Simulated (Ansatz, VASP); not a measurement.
**One calculation of Li2S, two programs**

File INCAR:

```
SYSTEM = Li2S
PREC = Accurate
ENCUT = 600
EDIFF = 1E-7
ISMEAR = -1
SIGMA = 0.08
LREAL = .False.
LASPH = .True.
NELM = 100
ALGO = Normal
ISIF = 3
LWAVE = .False.
LCHARG = .False.
GGA = PE
IBRION = 2
NSW = 100
EDIFFG = -0.005
```

KPOINTS

```
regular mesh
0
Gamma
  12 12 12
  0 0 0
```

Contents of POSCAR:

```
Li2S
1.0
    0.0000000000      2.5971109130      2.5971109130
    2.5971109130      0.0000000000      2.5971109130
    2.5971109130      2.5971109130      0.0000000000
S Li
1 2
Direct
    0.0000000000      0.0000000000      0.0000000000
    0.2500000000      0.2500000000      0.2500000000
    0.7500000000      0.7500000000      0.7500000000
```

Input for Ansatz:

```yaml
crystal:
  lattice:
    - [0.0, 2.597110913, 2.597110913]
    - [2.597110913, 0.0, 2.597110913]
    - [2.597110913, 2.597110913, 0.0]
  atoms:
    - { symbol: S, position: [0.0, 0.0, 0.0] }
    - { symbol: Li, position: [0.25, 0.25, 0.25] }
    - { symbol: Li, position: [0.75, 0.75, 0.75] }
kpoints:
  mp_grid: { grid: [12, 12, 12] }
scf:
  occupations: { method: fermi_dirac, width: 0.08 }
hamiltonian:
  xc: pbe
  pseudopotentials: { kind: paw }
output:
  forces: true
  stress: true
relax:
  f_tol: 0.005
  max_steps: 80
  cell: {}
```

Alike in both runs: task relaxation of cell and atoms; functional PBE; k mesh 12 × 12 × 12; occupations fermi-dirac, width 0.08 eV; no spin polarisation.

|  | VASP | Ansatz |
| --- | --- | --- |
| version | VASP 6.6.1 | Ansatz 0.2.0 |
| potentials or method | VASP PAW PBE potentials, release 64 (S, Li_sv) | PAW with Ansatz's default frozen-core files, scalar-relativistic |
| plane-wave cutoff (eV) | 600 | 420 |
| valence electrons in the cell | 12 | 12 |

```tsv
	VASP	Ansatz	Ansatz less VASP
relaxed volume (Å³/atom)	15.40	15.48	+0.081
relaxed cell length with the largest relative difference (Å)	4.027	4.034	+0.0071
energy change over the relaxation (meV/atom)	-185	-186	-1.4
```

Caveats: the cutoff is under 1.25 times the usual one of these potentials, so pressure, stress and relaxed cells hold a basis-set (Pulay) error (VASP); the volume moved by over 15 % at a fixed basis, so the end points are rough. A k mesh can miss the band edges.
